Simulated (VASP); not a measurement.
# CuI (Marshite) (F-43m) in VASP: further runs, part 2 of 4

VASP 6.6.1.

**3. Relaxation of cell and atoms, PBEsol**

This run uses another cell than the first one, of 26.28 Å³/atom, 0.943 times its volume.

Input file INCAR:

```
SYSTEM = CuI
PREC = Accurate
ENCUT = 600
EDIFF = 1E-7
ISMEAR = 0
SIGMA = 0.03
LREAL = .False.
LASPH = .True.
NELM = 80
ALGO = Normal
ISIF = 3
LWAVE = .False.
LCHARG = .False.
GGA = PS
IBRION = 2
NSW = 90
EDIFFG = -0.005
KPAR = 8
```

Input file KPOINTS:

```
regular mesh
0
Gamma
  8 8 8
  0 0 0
```

Input file POSCAR:

```
CuI                                     
1.0
    0.0000000000      2.9729983476      2.9729983476
    2.9729983476      0.0000000000      2.9729983476
    2.9729983476      2.9729983476      0.0000000000
  Cu              I             
     1     1
Direct
     0.2500000000000000    0.2500000000000000    0.2500000000000000
     0.0000000000000000    0.0000000000000000    0.0000000000000000
```

Potentials or basis: VASP PAW PBE potentials, release 64 (Cu, I).

On the command line:

```console
cat potpaw_PBE.64/Cu/POTCAR potpaw_PBE.64/I/POTCAR > POTCAR
mpirun -np 8 vasp_std > vasp.out
```

OUTCAR:

```text
SYSTEM = CuI
   PREC = Accurate
   ENCUT = 600
   EDIFF = 1E-7
   ISMEAR = 0
   LREAL = .False.
   LASPH = .True.
   NELM = 80
   ISIF = 3
   GGA = PS
   IBRION = 2
   NSW = 90
   EDIFFG = -0.005

 ion  position               nearest neighbor table
   1  0.250  0.250  0.250-   2 2.57   2 2.57   2 2.57   2 2.57
   2  0.000  0.000  0.000-   1 2.57   1 2.57   1 2.57   1 2.57

  LATTYP: Found a face centered cubic cell.
 ALAT       =     5.9459966952

  Lattice vectors:

 A1 = (   0.0000000000,   2.9729983476,   2.9729983476)
 A2 = (   2.9729983476,   0.0000000000,   2.9729983476)
 A3 = (   2.9729983476,   2.9729983476,   0.0000000000)

Analysis of symmetry for initial positions (statically):
=====================================================================
 Subroutine PRICEL returns:
 Original cell was already a primitive cell.

 Routine SETGRP: Setting up the symmetry group for a
 face centered cubic supercell.

 Subroutine GETGRP returns: Found 24 space group operations
 (whereof 24 operations were pure point group operations)
 out of a pool of 48 trial point group operations.

The static configuration has the point symmetry T_d .

Analysis of symmetry for dynamics (positions and initial velocities):
=====================================================================
 Subroutine PRICEL returns:
 Original cell was already a primitive cell.

 Routine SETGRP: Setting up the symmetry group for a
 face centered cubic supercell.

 Subroutine GETGRP returns: Found 24 space group operations
 (whereof 24 operations were pure point group operations)
 out of a pool of 48 trial point group operations.

The dynamic configuration has the point symmetry T_d .

 Subroutine INISYM returns: Found 24 space group operations
 (whereof 24 operations are pure point group operations),
 and found     1 'primitive' translations

[... 119 lines left out ...]
   GGA     = PS    functional components
   LHFCALC =     F    Hartree Fock is set to
   AEXX    =    0.0000 exact exchange contribution
   IVDW    =     0    specifies the selected vdW correction
   LEPSILON=     F    determine dielectric tensor
   LRPA    =     F    only Hartree local field effects (RPA)
 conjugate gradient relaxation of ions
 non-spin polarized calculation
 Gauss-broadening in eV      SIGMA  =   0.03
  energy-cutoff  :      600.00
  volume of cell :       52.55
 maximum number of plane-waves:      1807
 NGX is ok and might be reduce to    36
   NGX = 17   NGY = 17   NGZ = 17

 number of electron      17.9999991 magnetization

 Free energy of the ion-electron system (eV)
  ---------------------------------------------------
  ext. energy  EPLUGINS =         0.00000000
  ---------------------------------------------------
  free energy    TOTEN  =        -6.32073521 eV

  energy without entropy =       -6.32073521  energy(sigma->0) =       -6.32073521

 E-fermi :   5.1001     XC(G=0):  -9.4112

 val. band max:        4.9332259301   @ k =   0.0000   0.0000   0.0000
 cond. band min:       6.1200316057   @ k =   0.0000   0.0000   0.0000
 fundamental gap:      1.1868056756
 Fermi energy:         5.1000819410

 k-point     1 :       0.0000    0.0000    0.0000
  band No.  band energies     occupation
      1      -9.4157      2.00000
      2       1.0120      2.00000
      3       1.0120      2.00000
      4       1.0120      2.00000
      5       2.8046      2.00000
      6       2.8046      2.00000
      7       4.9332      2.00000
      8       4.9332      2.00000
      9       4.9332      2.00000
     10       6.1200      0.00000
     11       9.6965      0.00000
     12       9.6965      0.00000
     13       9.6965      0.00000
[... 354 lines left out ...]
  band No.  band energies     occupation
      1      -8.6607      2.00000
      2      -0.7567      2.00000
      3       0.4540      2.00000
      4       1.0082      2.00000
      5       2.7300      2.00000
      6       2.8154      2.00000
      7       2.9421      2.00000
      8       3.4280      2.00000
      9       3.7714      2.00000
     10       8.4993      0.00000
     11       9.4455      0.00000
     12      11.1878      0.00000
     13      12.3919      0.00000

 [... further k-points ...]
[... 5 lines left out ...]
  --------------------------------------------------------------------------------------
  -------------------------------------------------------------------------------------
  Total       -0.0083198     -0.0083198     -0.0083198     -0.0000000     -0.0000000      0.0000000
  in kB       -0.2536357     -0.2536357     -0.2536357     -0.0000000     -0.0000000      0.0000000
  external PRESSURE =      -0.2536357 kB  Pullay stress =       0.0000000 kB

 VOLUME and BASIS-vectors are now :
 -----------------------------------------------------------------------------
  energy-cutoff  :      600.00
  volume of cell :       52.55
      direct lattice vectors                 reciprocal lattice vectors
     0.000000000  2.972998348  2.972998348    -0.168180383  0.168180383  0.168180383
     2.972998348  0.000000000  2.972998348     0.168180383 -0.168180383  0.168180383
     2.972998348  2.972998348  0.000000000     0.168180383  0.168180383 -0.168180383

 POSITION                                       TOTAL-FORCE (eV/Angst)
 -----------------------------------------------------------------------------------
      1.48650      1.48650      1.48650        -0.000000     -0.000000     -0.000000
      0.00000      0.00000      0.00000         0.000000      0.000000      0.000000
 -----------------------------------------------------------------------------------
    total drift:                                0.000000      0.000000      0.000000

  FREE ENERGIE OF THE ION-ELECTRON SYSTEM (eV)
  ---------------------------------------------------
  free  energy   TOTEN  =        -6.3207352143 eV

  energy  without entropy=       -6.3207352143  energy(sigma->0) =       -6.32073521

 reached required accuracy - stopping structural energy minimisation
```

OSZICAR:

```text
N       E                     dE             d eps       ncg     rms          rms(c)
DAV:   1     0.104071192032E+03    0.10407E+03   -0.84382E+03   754   0.168E+03
DAV:   2     0.145581939862E+01   -0.10262E+03   -0.96675E+02   764   0.284E+02
DAV:   3    -0.638521492968E+01   -0.78410E+01   -0.76787E+01  1000   0.857E+01
DAV:   4    -0.665081853717E+01   -0.26560E+00   -0.26533E+00   858   0.138E+01
DAV:   5    -0.666199167575E+01   -0.11173E-01   -0.11173E-01  1096   0.323E+00    0.631E+00
DAV:   6    -0.656819050818E+01    0.93801E-01   -0.56024E+00   783   0.703E+01    0.409E+00
DAV:   7    -0.632311085172E+01    0.24508E+00   -0.12239E+00   834   0.428E+01    0.178E+00
DAV:   8    -0.632624089123E+01   -0.31300E-02   -0.94028E-02  1098   0.624E+00    0.675E-01
DAV:   9    -0.632077533662E+01    0.54656E-02   -0.22350E-02   937   0.474E+00    0.276E-01
DAV:  10    -0.632086565865E+01   -0.90322E-04   -0.85379E-04   879   0.251E-01    0.233E-01
DAV:  11    -0.632073555582E+01    0.13010E-03   -0.39645E-04  1079   0.675E-01    0.753E-02
DAV:  12    -0.632073304725E+01    0.25086E-05   -0.19450E-04  1216   0.319E-01    0.466E-02
DAV:  13    -0.632073461677E+01   -0.15695E-05   -0.12568E-05   978   0.304E-02    0.481E-02
DAV:  14    -0.632073758753E+01   -0.29708E-05   -0.47068E-06  1070   0.749E-02    0.943E-03
DAV:  15    -0.632073758876E+01   -0.12305E-08   -0.10683E-06  1011   0.164E-02    0.293E-02
DAV:  16    -0.632073571632E+01    0.18724E-05   -0.23615E-06  1052   0.543E-02    0.138E-02
DAV:  17    -0.632073528332E+01    0.43300E-06   -0.97611E-07  1146   0.240E-02    0.561E-03
DAV:  18    -0.632073521433E+01    0.68997E-07   -0.57653E-08   432   0.676E-03
   1 F= -.63207352E+01 E0= -.63207352E+01  d E =-.632074E+01
```

CONTCAR:

```text
CuI
   1.00000000000000
     0.0000000000000000    2.9729983475999999    2.9729983475999999
     2.9729983475999999    0.0000000000000000    2.9729983475999999
     2.9729983475999999    2.9729983475999999    0.0000000000000000
  Cu              I
     1     1
Direct
     0.2500000000000000    0.2500000000000000    0.2500000000000000
     0.0000000000000000    0.0000000000000000    0.0000000000000000

  0.00000000E+00  0.00000000E+00  0.00000000E+00
  0.00000000E+00  0.00000000E+00  0.00000000E+00
```

It took 9.6 s on 8 MPI ranks of Intel Xeon Platinum 8488C (Sapphire Rapids), shared host; peak memory 0.23 GiB.

What came out:

* Free energy: -6.3207 eV
* Pressure after relaxing: 0.0 GPa
* Band gap on the k mesh: 1.19 eV, direct

Final structure:
```cif
data_structure
_symmetry_space_group_name_H-M 'P 1'
_symmetry_Int_Tables_number 1
_cell_length_a 4.2045
_cell_length_b 4.2045
_cell_length_c 4.2045
_cell_angle_alpha 60.000
_cell_angle_beta 60.000
_cell_angle_gamma 60.000
_cell_volume 52.55
loop_
_atom_site_label
_atom_site_type_symbol
_atom_site_fract_x
_atom_site_fract_y
_atom_site_fract_z
_atom_site_occupancy
Cu1 Cu 0.25000 0.25000 0.25000 1
I1 I 0.00000 0.00000 0.00000 1
```

Caveat: the relaxation stopped at its first step, so nothing moved; the PAW data sets were made with another functional, which shifts forces and pressure a little; spin-orbit coupling is left out, which moves the levels of the heavy elements. PBEsol gaps usually lie below the measured ones, often by a third to a half.

[end of part 2 of 4]
